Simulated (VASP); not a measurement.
# Hf (P6_3/mmc) in VASP: notebook

The runs below take Hf through relaxation of cell and atoms, with PBE.

Program: VASP 6.6.1. These are calculated values, not measurements. Logs are shortened: lines on timing, memory, paths and dates and some standing lists are left out, and cuts for length are marked.

## (1) Starting point

It takes space group P6_3/mmc (No. 194, hexagonal). The conventional cell has a = 3.197 Å, b = 3.197 Å, c = 5.058 Å, α = 90.00°, β = 90.00°, γ = 120.00°. Around Hf (site symmetry -6m2) lie 12 Hf at 3.13 to 3.20 Å.

## (2) Relaxation of cell and atoms, PBE

File INCAR:

```
SYSTEM = Hf
  ALGO = Normal
  EDIFF = 1E-7
  EDIFFG = -0.002
  ENCUT = 350
  GGA = PE
  IBRION = 2
  ISIF = 3
  ISMEAR = 0
  LASPH = .True.
  LCHARG = .False.
  LREAL = .False.
  LWAVE = .False.
  NELM = 80
  NSW = 80
  PREC = Accurate
  SIGMA = 0.1
```

File KPOINTS:

```
k-points
0
Gamma
  15 15 8
  0 0 0
```

File POSCAR:

```
Hf
1.0
    3.1967000000      0.0000000000      0.0000000000
   -1.5983500000      2.7684234100      0.0000000000
    0.0000000000      0.0000000000      5.0578000000
Hf
2
Direct
    0.3333333300      0.6666666700      0.2500000000
    0.6666666700      0.3333333300      0.7500000000
```

Potentials or basis: VASP PAW PBE potentials, release 64 (Hf_pv).

Launch:

```sh
$ cat potpaw_PBE.64/Hf_pv/POTCAR > POTCAR
$ mpirun -np 1 vasp_std > vasp.out
```

OUTCAR:

```text
SYSTEM = Hf
   EDIFF = 1E-7
   EDIFFG = -0.002
   ENCUT = 350
   GGA = PE
   IBRION = 2
   ISIF = 3
   ISMEAR = 0
   LASPH = .True.
   LREAL = .False.
   NELM = 80
   NSW = 80
   PREC = Accurate

 ion  position               nearest neighbor table
   1  0.333  0.667  0.250-   2 3.13   2 3.13   2 3.13   2 3.13   2 3.13   2 3.13
   2  0.667  0.333  0.750-   1 3.13   1 3.13   1 3.13   1 3.13   1 3.13   1 3.13

  LATTYP: Found a hexagonal cell.
 ALAT       =     3.1967000000
 C/A-ratio  =     1.5821941377

  Lattice vectors:

 A1 = (   3.1967000000,   0.0000000000,   0.0000000000)
 A2 = (  -1.5983500000,   2.7684234100,   0.0000000000)
 A3 = (   0.0000000000,   0.0000000000,   5.0578000000)

Analysis of symmetry for initial positions (statically):
=====================================================================
 Subroutine PRICEL returns:
 Original cell was already a primitive cell.

 Routine SETGRP: Setting up the symmetry group for a
 hexagonal supercell.

 Subroutine GETGRP returns: Found 24 space group operations
 (whereof 12 operations were pure point group operations)
 out of a pool of 24 trial point group operations.

The static configuration has the point symmetry D_3d.
 The point group associated with its full space group is D_6h.

Analysis of symmetry for dynamics (positions and initial velocities):
=====================================================================
 Subroutine PRICEL returns:
 Original cell was already a primitive cell.

 Routine SETGRP: Setting up the symmetry group for a
 hexagonal supercell.

 Subroutine GETGRP returns: Found 24 space group operations
 (whereof 12 operations were pure point group operations)
 out of a pool of 24 trial point group operations.

The dynamic configuration has the point symmetry D_3d.
 The point group associated with its full space group is D_6h.

 Subroutine INISYM returns: Found 24 space group operations
 (whereof 12 operations are pure point group operations),
 and found     1 'primitive' translations

----------------------------------------------------------------------------------------

                                     Primitive cell

  volume of cell :      44.7606

  direct lattice vectors                    reciprocal lattice vectors
     3.196700000  0.000000000  0.000000000     0.312822598  0.180608211  0.000000000
    -1.598350000  2.768423410  0.000000000     0.000000000  0.361216422  0.000000000
     0.000000000  0.000000000  5.057800000     0.000000000  0.000000000  0.197714421

  length of vectors
     3.196700000  3.196700001  5.057800000     0.361216423  0.361216422  0.197714421

  position of ions in fractional coordinates (direct lattice)
     0.333333330  0.666666670  0.250000000
     0.666666670  0.333333330  0.750000000

  ion indices of the primitive-cell ions
   primitive index   ion index
                 1           1
                 2           2

----------------------------------------------------------------------------------------

 KPOINTS: k-points

Automatic generation of k-mesh.
 Grid dimensions read from file:
 generate k-points for:   15   15    8

 Generating k-lattice:

  Cartesian coordinates                     Fractional coordinates (reciprocal lattice)
     0.020854840  0.012040547  0.000000000     0.066666667 -0.000000000  0.000000000
     0.000000000  0.024081095  0.000000000     0.000000000  0.066666667  0.000000000
     0.000000000  0.000000000  0.024714303     0.000000000  0.000000000  0.125000000

  Length of vectors
     0.024081095  0.024081095  0.024714303

  Shift w.r.t. Gamma in fractional coordinates (k-lattice)
     0.000000000  0.000000000  0.000000000

 Subroutine IBZKPT returns following result:
 ===========================================

 Found    135 irreducible k-points:

 Following reciprocal coordinates:
            Coordinates               Weight
  0.000000  0.000000  0.000000      1.000000
  0.066667 -0.000000  0.000000      6.000000
  0.133333 -0.000000  0.000000      6.000000
  0.200000 -0.000000  0.000000      6.000000
  0.266667 -0.000000  0.000000      6.000000
  0.333333 -0.000000  0.000000      6.000000
[... 16 lines left out ...]
  0.333333  0.200000  0.000000     12.000000
  0.400000  0.200000  0.000000      6.000000
 [... further k-points ...]
   k-points           NKPTS =    135   k-points in BZ     NKDIM =    135   number of bands    NBANDS=     14
   number of dos      NEDOS =    301   number of ions     NIONS =      2
   total plane-waves  NPLWV =  12800
   dimension x,y,z NGX =    20 NGY =   20 NGZ =   32
   dimension x,y,z NGXF=    40 NGYF=   40 NGZF=   64
   ions per type =               2
   NGX,Y,Z   is equivalent  to a cutoff of  10.40, 10.40, 10.52 a.u.
   NGXF,Y,Z  is equivalent  to a cutoff of  20.80, 20.80, 21.04 a.u.
 SYSTEM =  Hf
   PREC   = accura    normal or accurate (medium, high low for compatibility)
   ISTART =      0    job   : 0-new  1-cont  2-samecut
   ICHARG =      2    charge: 1-file 2-atom 10-const
   ISPIN  =      1    spin polarized calculation?
   LNONCOLLINEAR =      F non collinear calculations
   LSORBIT =      F    spin-orbit coupling
   LASPH  =      T    aspherical Exc in radial PAW
   ENCUT  =  350.0 eV  25.72 Ry    5.07 a.u.   4.88  4.88  7.72*2*pi/ulx,y,z
   NELM   =     80;   NELMIN=  2; NELMDL= -5     # of ELM steps
   EDIFF  = 0.1E-06   stopping-criterion for ELM
   LREAL  =      F    real-space projection
   EDIFFG = -.2E-02   stopping-criterion for IOM
   NSW    =     80    number of steps for IOM
   IBRION =      2    ionic relax: 0-MD 1-quasi-New 2-CG
   NFREE  =      1    steps in history (QN), initial steepest desc. (CG)
   ISIF   =      3    stress and relaxation
   ISYM   =      2    0-nonsym 1-usesym 2-fastsym
   POTIM  = 0.5000    time-step for ionic-motion
   TEBEG  =    0.0;   TEEND  =   0.0 temperature during run
   PSTRESS=    0.0 pullay stress
   NELECT =      20.0000    total number of electrons
   NUPDOWN=      -1.0000    fix difference up-down
   EMIN   =  10.00;   EMAX   =-10.00  energy-range for DOS
   EFERMI =   0.00;   METHOD = LEGACY
   ISMEAR =     0;   SIGMA  =   0.10  broadening in eV -4-tet -1-fermi 0-gaus
   EFERMI_NEDOS =   21; number of points for ismear=-14 and -15
   IALGO  =     38    algorithm
   IMIX   =      4    mixing-type and parameters
     AMIX     =   0.40;   BMIX     =  1.00
     AMIX_MAG =   1.60;   BMIX_MAG =  1.00
  volume/ion in A,a.u.               =      22.38       151.03
  Fermi-wavevector in a.u.,A,eV,Ry     =   1.251563  2.365112 21.312311  1.566411
  Thomas-Fermi vector in A             =   2.385505
   LORBIT       =      0    0 simple, 1 ext, 2 COOP (PROOUT), +10 PAW based schemes
   GGA     = PE    functional components
   LHFCALC =     F    Hartree Fock is set to
   AEXX    =    0.0000 exact exchange contribution
   IVDW    =     0    specifies the selected vdW correction
   LEPSILON=     F    determine dielectric tensor
   LRPA    =     F    only Hartree local field effects (RPA)
 conjugate gradient relaxation of ions
 non-spin polarized calculation
 Gauss-broadening in eV      SIGMA  =   0.10
  energy-cutoff  :      350.00
  volume of cell :       44.76
 maximum number of plane-waves:       699
 NGX is ok and might be reduce to    20
   NGX =  9   NGY =  9   NGZ = 15

--------------------------------------- Ionic step        1  -------------------------------------------

 number of electron      19.9999997 magnetization

 Free energy of the ion-electron system (eV)
  ---------------------------------------------------
  ext. energy  EPLUGINS =         0.00000000
  ---------------------------------------------------
  free energy    TOTEN  =       -19.85061152 eV

  energy without entropy =      -19.84339476  energy(sigma->0) =      -19.84700314

------------------------ aborting loop because EDIFF is reached ----------------------------------------

  FORCE on cell =-STRESS in cart. coord.  units (eV):
  Direction    XX          YY          ZZ          XY          YZ          ZX
  --------------------------------------------------------------------------------------
  -------------------------------------------------------------------------------------
  Total        0.0715462      0.0715462      0.0272508      0.0000000     -0.0000000      0.0000000
  in kB        2.5609501      2.5609501      0.9754251      0.0000000     -0.0000000      0.0000000
  external PRESSURE =       2.0324418 kB  Pullay stress =       0.0000000 kB
[... 237 lines left out ...]
  energy  without entropy=      -19.8434750319  energy(sigma->0) =      -19.84707834

--------------------------------------- Ionic step        8  -------------------------------------------

 number of electron      19.9999997 magnetization

 Free energy of the ion-electron system (eV)
  ---------------------------------------------------
  ext. energy  EPLUGINS =         0.00000000
  ---------------------------------------------------
  free energy    TOTEN  =       -19.85068184 eV

  energy without entropy =      -19.84347619  energy(sigma->0) =      -19.84707902

 E-fermi :   4.9130     XC(G=0): -11.2728

 val. band max:        4.9027165756   @ k =   0.1333  -0.0000   0.0000
 cond. band min:       4.9305334431   @ k =   0.1333   0.0667   0.2500
 fundamental gap:      0.0278168675
 Fermi energy:         4.9129854619

 k-point     1 :       0.0000    0.0000    0.0000
  band No.  band energies     occupation
      1     -26.1767      2.00000
      2     -25.4363      2.00000
      3     -25.4363      2.00000
      4     -25.3142      2.00000
      5     -25.3085      2.00000
      6     -25.3085      2.00000
      7      -2.4702      2.00000
      8       1.2053      2.00000
      9       5.5484      0.00000
     10       6.0815      0.00000
     11       6.0815      0.00000
     12       6.3718      0.00000
     13       6.9037      0.00000
     14       6.9037      0.00000
[... 375 lines left out ...]
 k-point    24 :       0.4000    0.2000    0.0000
  band No.  band energies     occupation
      1     -25.9409      2.00000
      2     -25.7983      2.00000
      3     -25.7547      2.00000
      4     -25.7083      2.00000
      5     -25.5812      2.00000
      6     -25.5234      2.00000
      7       2.3223      2.00000
      8       2.7614      2.00000
      9       2.9445      2.00000
     10       3.6688      2.00000
     11       5.3009      0.00000
     12       5.5523      0.00000
     13       6.7642      0.00000
     14       9.9631      0.00000

 [... further k-points ...]

------------------------ aborting loop because EDIFF is reached ----------------------------------------

  FORCE on cell =-STRESS in cart. coord.  units (eV):
  Direction    XX          YY          ZZ          XY          YZ          ZX
  --------------------------------------------------------------------------------------
  -------------------------------------------------------------------------------------
  Total       -0.0017501     -0.0017501     -0.0013510      0.0000000     -0.0000000      0.0000000
  in kB       -0.0625229     -0.0625229     -0.0482644      0.0000000     -0.0000000      0.0000000
  external PRESSURE =      -0.0577700 kB  Pullay stress =       0.0000000 kB
[... 17 lines left out ...]
  FREE ENERGIE OF THE ION-ELECTRON SYSTEM (eV)
  ---------------------------------------------------
  free  energy   TOTEN  =       -19.8506818409 eV

  energy  without entropy=      -19.8434761904  energy(sigma->0) =      -19.84707902

 reached required accuracy - stopping structural energy minimisation
```

Wall time 1.8 min (1 thread of AMD EPYC 7R13 (Zen 3), shared host); peak memory 0.14 GiB.

Results:

```
Free energy                            : -19.8507 eV
Relaxed volume                         : 22.42 Å³/atom
Relaxed cell                           : a = 3.200 Å, b = 3.200 Å, c = 5.057 Å, α = 90.00°, β = 90.00°, γ = 120.00°
Space group after relaxing (to 0.05 Å) : P6_3/mmc (No. 194)
Energy gained by relaxing              : 0.0 meV/atom
Ionic steps                            : 8
Pressure after relaxing                : 0.0 GPa
Band gap on the k mesh                 : none (metal or under the smearing width)
```

Final structure:
```
CELL_PARAMETERS angstrom
3.20015 0.00000 0.00000
-1.60007 2.77141 0.00000
0.00000 0.00000 5.05656
ATOMIC_POSITIONS crystal
Hf 0.33333 0.66667 0.25000
Hf 0.66667 0.33333 0.75000
```

The run has no spin-orbit coupling, so splittings on Hf are missing.

## (3) Relaxation of cell and atoms, PBE

INCAR is that of step 2.

KPOINTS is that of step 2.

File POSCAR:

```
Hf                                      
1.0
    3.2001481587     -0.0000000000     -0.0000000000
   -1.6000740794      2.7714096031     -0.0000000000
   -0.0000000000     -0.0000000000      5.0565568215
  Hf            
     2
Direct
     0.3333333300000021    0.6666666699999979    0.2500000000000000
     0.6666666699999979    0.3333333300000021    0.7500000000000000
```

Potentials or basis: VASP PAW PBE potentials, release 64 (Hf_pv).

Launch:

```sh
$ cat potpaw_PBE.64/Hf_pv/POTCAR > POTCAR
$ mpirun -np 1 vasp_std > vasp.out
```

It took 29 s on 1 thread of AMD EPYC 7R13 (Zen 3), shared host; peak memory 0.13 GiB.

Results (log left out):

```yaml
Free_energy: -19.8508 eV
Pressure_after_relaxing: 0.0 GPa
Band_gap_on_the_k_mesh: none (metal or under the smearing width)
```

Final structure:
```cif
data_structure
_symmetry_space_group_name_H-M 'P 1'
_symmetry_Int_Tables_number 1
_cell_length_a 3.2001
_cell_length_b 3.2001
_cell_length_c 5.0566
_cell_angle_alpha 90.000
_cell_angle_beta 90.000
_cell_angle_gamma 120.000
_cell_volume 44.85
loop_
_atom_site_label
_atom_site_type_symbol
_atom_site_fract_x
_atom_site_fract_y
_atom_site_fract_z
_atom_site_occupancy
Hf1 Hf 0.33333 0.66667 0.25000 1
Hf2 Hf 0.66667 0.33333 0.75000 1
```

Levels at points of the mesh, in eV from the Fermi level:
| k point | band 8 | band 9 | band 10 | band 11 | band 12 | band 13 |
| --- | --- | --- | --- | --- | --- | --- |
| (0.00, 0.00, 0.00) | -3.71 | 0.64 | 1.17 | 1.17 | 1.46 | 1.99 |
| (0.00, 0.00, 0.50) | -5.40 | 0.14 | 0.14 | 1.06 | 1.06 | 1.06 |

Caveat: the relaxation stopped at its first step, so nothing moved. The run has no spin-orbit coupling, so splittings on Hf are missing.
